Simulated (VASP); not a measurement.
SrO in VASP 6.6.1, single-point calculation

INCAR

```
NBANDS = 10
LASPH = .TRUE.
ALGO = Normal
ENCUT = 520
NSW = 0
ISIF = 2
SIGMA = 0.01
EDIFF = 1E-7
NELM = 99
LREAL = .FALSE.
NELECT = 16.1
LCHARG = .FALSE.
PREC = Accurate
ISMEAR = 0
IBRION = -1
METAGGA = R2SCAN
LWAVE = .FALSE.
```

KPOINTS

```
KPOINTS created by Atomic Simulation Environment
0
Gamma
8 8 8
0 0 0
```

POSCAR

```
Sr O
 1.0000000000000000
     0.0000000000000000    2.5798923258751905    2.5798923258751905
     2.5798923258751905    0.0000000000000000    2.5798923258751905
     2.5798923258751905    2.5798923258751905    0.0000000000000000
 Sr  O
   1   1
Cartesian
 -0.0000000000000000 -0.0000000000000000 -0.0000000000000000
  2.5798923258751905  2.5798923258751905  2.5798923258751905
```

The recommended PBE PAW datasets give the neutral cell 16 valence electrons.

Command

```
mpirun -np 1 vasp_std
```

OSZICAR

```
N       E                     dE             d eps       ncg     rms          rms(c)
DAV:   1     0.747006615383E+02    0.74701E+02   -0.92492E+03   580   0.162E+03
DAV:   2    -0.308990433983E+02   -0.10560E+03   -0.98411E+02   858   0.290E+02
DAV:   3    -0.341882025152E+02   -0.32892E+01   -0.32281E+01   706   0.582E+01
DAV:   4    -0.343069657512E+02   -0.11876E+00   -0.11854E+00   886   0.814E+00
DAV:   5    -0.343083034341E+02   -0.13377E-02   -0.13376E-02   668   0.901E-01    0.159E+01
DAV:   6    -0.263644779748E+02    0.79438E+01   -0.82179E+00   648   0.256E+01    0.144E+01
DAV:   7    -0.264974489979E+02   -0.13297E+00   -0.27829E-01   716   0.650E+00    0.880E+00
DAV:   8    -0.265176334807E+02   -0.20184E-01   -0.92168E-02   586   0.465E+00    0.518E-01
DAV:   9    -0.265159388882E+02    0.16946E-02   -0.20617E-02   678   0.137E+00    0.237E-01
DAV:  10    -0.265163383713E+02   -0.39948E-03   -0.21131E-03   692   0.554E-01    0.160E-01
DAV:  11    -0.265164667809E+02   -0.12841E-03   -0.13764E-04   654   0.156E-01    0.208E-02
DAV:  12    -0.265164703814E+02   -0.36005E-05   -0.52307E-05   736   0.750E-02    0.217E-02
DAV:  13    -0.265164716840E+02   -0.13026E-05   -0.28833E-06   648   0.226E-02    0.271E-03
DAV:  14    -0.265164716002E+02    0.83759E-07   -0.51659E-07   684   0.878E-03
   1 F= -.26516472E+02 E0= -.26516355E+02  d E =-.233321E-03
```

Standard output (part)

```
POSCAR found type information on POSCAR SrO
 POSCAR found :  2 types and       2 ions
 LDA part: xc-table for (None), standard interpolation
 POSCAR, INCAR and KPOINTS ok, starting setup
 WAVECAR not read
 entering main loop
 the old and the new charge density differ
    0.159E+01
```

From OUTCAR

```
k-points           NKPTS =     29   k-points in BZ     NKDIM =     29   number of bands    NBANDS=     10

   NELECT =      16.1000    total number of electrons

   dimension x,y,z NGX =    28 NGY =   28 NGZ =   28
   dimension x,y,z NGXF=    56 NGYF=   56 NGZF=   56

  energy-cutoff  :      520.00
  volume of cell :       34.34
      direct lattice vectors                 reciprocal lattice vectors
     0.000000000  2.579892326  2.579892326    -0.193806538  0.193806538  0.193806538
     2.579892326  0.000000000  2.579892326     0.193806538 -0.193806538  0.193806538
     2.579892326  2.579892326  0.000000000     0.193806538  0.193806538 -0.193806538

 k-points in reciprocal lattice and weights: KPOINTS created by Atomic Simulation Env
   0.00000000  0.00000000  0.00000000       0.002
   0.12500000  0.00000000  0.00000000       0.016
   0.25000000  0.00000000  0.00000000       0.016
   0.37500000  0.00000000  0.00000000       0.016
   0.50000000  0.00000000  0.00000000       0.008
   0.12500000  0.12500000  0.00000000       0.012
   0.25000000  0.12500000  0.00000000       0.047
   0.37500000  0.12500000  0.00000000       0.047
   ...

 E-fermi :   5.4656

 k-point     1 :       0.0000    0.0000    0.0000
  band No.  band energies     occupation
      1     -32.2212      2.00000
      2     -14.7966      2.00000
      3     -13.2583      2.00000
      4     -13.2583      2.00000
      5     -13.2583      2.00000
      6       1.2213      2.00000
      7       1.2213      2.00000
      8       1.2213      2.00000
      9       5.7807      0.00000
     10       7.9868      0.00000

 k-point     2 :       0.1250    0.0000    0.0000
  band No.  band energies     occupation
      1     -32.2018      2.00000
      2     -15.0749      2.00000
      3     -13.2696      2.00000
      4     -13.2696      2.00000
      5     -13.0278      2.00000
      6       0.7973      2.00000
      7       1.0321      2.00000
      8       1.0321      2.00000
      9       6.4626      0.00000
     10       7.8219      0.00000

 k-point     3 :       0.2500    0.0000    0.0000
  band No.  band energies     occupation
      1     -32.1547      2.00000
      2     -15.5744      2.00000
      3     -13.2965      2.00000
      4     -13.2965      2.00000
      5     -12.6453      2.00000
      6      -0.0008      2.00000
      7       0.6196      2.00000
      8       0.6196      2.00000
      9       7.7246      0.00000
     10       8.0115      0.00000

 k-point     4 :       0.3750    0.0000    0.0000
  band No.  band energies     occupation
      1     -32.1069      2.00000
      2     -15.9677      2.00000
      3     -13.3229      2.00000
      4     -13.3229      2.00000
      5     -12.3691      2.00000
      6      -0.6412      2.00000
      7       0.2550      2.00000
      8       0.2550      2.00000
      9       8.0466      0.00000
     10       9.5249      0.00000

 k-point     5 :       0.5000    0.0000    0.0000
  band No.  band energies     occupation
      1     -32.0869      2.00000
      2     -16.1133      2.00000
      3     -13.3337      2.00000
      4     -13.3337      2.00000
      5     -12.2719      2.00000
      6      -0.8792      2.00000
      7       0.1150      2.00000
      8       0.1150      2.00000
      9       8.2852      0.00000
     10      10.2032      0.00000

 ...

  Total        0.5713884      0.5713884      0.5713884      0.0000000      0.0000000     -0.0000000
  in kB       26.6567557     26.6567557     26.6567557      0.0000000      0.0000000     -0.0000000
  external PRESSURE =      26.6567557 kB  Pullay stress =       0.0000000 kB

 POSITION                                       TOTAL-FORCE (eV/Angst)
 -----------------------------------------------------------------------------------
      0.00000      0.00000      0.00000        -0.000000     -0.000000     -0.000000
      2.57989      2.57989      2.57989         0.000000      0.000000      0.000000
 -----------------------------------------------------------------------------------
    total drift:                                0.000000      0.000000      0.000000

  FREE ENERGIE OF THE ION-ELECTRON SYSTEM (eV)
  ---------------------------------------------------
  free  energy   TOTEN  =       -26.5164716002 eV

  energy  without entropy=      -26.5162382794  energy(sigma->0) =      -26.51635494
```

It converged. Results: pressure 2.7 GPa.

The cell is charged and sits in a uniform background.

For comparison, a separate r²SCAN run of the intended cell, on usual settings and not on those above, gives a gap of 3.75 eV on its mesh and a pressure of 0.5 GPa.

The run above took about 34 s on one core of a shared host (Intel Xeon Platinum 8488C) and held 0.17 GiB at most.
